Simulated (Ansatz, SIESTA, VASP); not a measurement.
**C: 4 runs at one level of theory**

The starting cell:

```
C
1.0
     0.00000    1.78337    1.78337
     1.78337    0.00000    1.78337
     1.78337    1.78337    0.00000
C
2
Direct
  0.75000 0.75000 0.75000
  0.50000 0.50000 0.50000
```

Alike in all runs: task relaxation of cell and atoms; functional LDA; k mesh 13 × 13 × 13; occupations fermi-dirac, width 0.05 eV; no spin polarisation; no spin-orbit coupling. LDA stands for any of its common fits.

```csv
program and potentials,plane-wave cutoff (eV),notes,equilibrium volume (Å³/atom)
"Ansatz, Ansatz PAW",420,"potentials made for PBE, which Ansatz adapts in part",5.51
"SIESTA, files PseudoDojo sr-lda-0.4.1-standard, DZP (energy shift 0.002 Ry)",-,atomic basis,5.63
"VASP, LDA PAW files C, 600 eV",600,-,5.52
"Ansatz, all-electron LAPW, scalar-relativistic",-,-,5.51
```

The equilibrium volume spans 5.51 (Ansatz, Ansatz PAW) to 5.63 Å³/atom (SIESTA, files PseudoDojo sr-lda-0.4.1-standard, DZP (energy shift 0.002 Ry)), with all-electron results at 5.51. Relaxations stop with a little pressure left, so the last digit of a volume isn't settled. Rows in atomic bases carry the error of their basis and grid, which can be large.

Differences between rows come from potentials, basis sets and numerical settings, since the functional is the same but for its coding. Runs on potential files found faulty are left out.
